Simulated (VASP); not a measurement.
## PbSe (distorted zincblende): one PBEsol single-point calculation in two programs

```cif
data_structure
_symmetry_space_group_name_H-M 'P 1'
_symmetry_Int_Tables_number 1
_cell_length_a 4.8324
_cell_length_b 4.8033
_cell_length_c 4.9217
_cell_angle_alpha 59.262
_cell_angle_beta 60.746
_cell_angle_gamma 60.351
_cell_volume 80.97
loop_
_atom_site_label
_atom_site_type_symbol
_atom_site_fract_x
_atom_site_fract_y
_atom_site_fract_z
_atom_site_occupancy
Pb1 Pb 0.04220 0.00510 0.94000 1
Se1 Se 0.19960 0.30650 0.21880 1
```

The two codes use different PAW datasets and cutoffs. VASP's cell holds 20 valence electrons and Ansatz's 30. Ansatz's stress includes a Pulay correction; VASP's doesn't.

Cutoffs: 520 eV in VASP, 420 eV in Ansatz. k meshes: 6×6×6 and 6×6×6.

|  | VASP | Ansatz |
| --- | --- | --- |
| gap between bands v and c on the k mesh | 0.63 eV | 0.64 eV |
| least direct gap on the k mesh | 1.21 eV | 1.21 eV |
| pressure | -0.1 GPa | -0.1 GPa |
| largest force | 0.83 eV/Å | 0.83 eV/Å |

Forces (eV/Å), VASP:

```
atom      Fx      Fy      Fz
  Pb   0.653  -0.513   0.082
  Se  -0.653   0.513  -0.082
```

Ansatz:

| atom | Fx | Fy | Fz |
| --- | --- | --- | --- |
| Pb | 0.649 | -0.509 | 0.079 |
| Se | -0.648 | 0.509 | -0.079 |
